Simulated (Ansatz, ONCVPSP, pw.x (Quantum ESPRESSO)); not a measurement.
**Equation-of-state test of one ONCV potential (tungsten)**

```json
{
 "Element": "tungsten (W)",
 "Generator": "ONCVPSP 4.0.1.1 (patched build)",
 "Type": "optimised norm-conserving Vanderbilt (ONCV)",
 "Functional": "PBE",
 "Relativity": "scalar-relativistic",
 "Frozen core": "[Kr] 4d10 4f14",
 "Valence charge": "14",
 "Reference configuration": "5s2 5p6 5d4 (charge +2)",
 "Partial waves": "5s: rc 1.70 bohr, ncon 4, nbas 8, qcut 9.1 1/bohr, 2 projectors, debl 1.9 Ha; 5p: rc 1.85 bohr, ncon 5, nbas 8, qcut 8.3 1/bohr, 2 projectors, debl 2.8 Ha; 5d: rc 1.75 bohr, ncon 4, nbas 9, qcut 5.6 1/bohr, 2 projectors, debl 2.4 Ha",
 "Local potential": "polynomial inside 1.70 bohr (lpopt 5, dvloc0 4 Ha)",
 "Core correction": "polynomial model core, fcfact 0.5"
}
```

In the s channel the program set the typed energies aside and used -3.497, 0.050 Ha.

Crystal test: fcc W in pw.x 7.5, no spin, 14³ k-points, Fermi–Dirac smearing 0.01 Ry, cutoffs 70/280 Ry. The reference is all-electron LAPW (Ansatz 0.2.0) with the same functional, mesh and smearing; V0 and B0 come from Birch–Murnaghan fits to the pressures at five volumes. Errors are pseudo minus all-electron; Δ is the rms difference of the E(V) curves that follow from these fits, minima aligned, over ±6 % about the mean V0. Mesh and smearing are coarse, so the numbers serve the comparison and aren't converged zero-temperature values; the lattice is a test structure that the element need not adopt.

| V (Å³/atom) | P all-electron (GPa) | P pseudo (GPa) |
| --- | --- | --- |
| 15.654 | 15.90 | 74.13 |
| 16.066 | 7.42 | 66.40 |
| 16.478 | -0.06 | 59.31 |
| 16.890 | -6.66 | 52.85 |
| 17.302 | -12.47 | 46.93 |

All-electron: a0 = 4.039 Å (V0 = 16.47 Å³/atom), B0 = 280.9 GPa.

Pseudopotential: mean pressure error (GPa): +59.09. The pressure does not cross zero within the volumes sampled, so no fit is given. This is a poor potential for the solid. Note: ghosts flagged at negative energy: s at -534.7 eV; no localised positive-energy state flagged. A true bound ghost makes a file unfit for plane-wave use.

Question: At the middle volume, how do free energy and pressure move when the wave cutoff is lowered (ecutrho kept at four times it)?

Answer:

```json
{"cutoff (Ry)": "32", "shift of F (meV/atom)": "+416807.0", "shift of P (GPa)": "-7498.24"}
{"cutoff (Ry)": "42", "shift of F (meV/atom)": "+138057.1", "shift of P (GPa)": "-5125.44"}
{"cutoff (Ry)": "56", "shift of F (meV/atom)": "+10135.5", "shift of P (GPa)": "-937.56"}
```

The run at the middle volume (104 k-points, 9 iterations) took about 23 s on one core of a shared host (Neoverse-V1, 32 threads, 247 GiB, load 13).
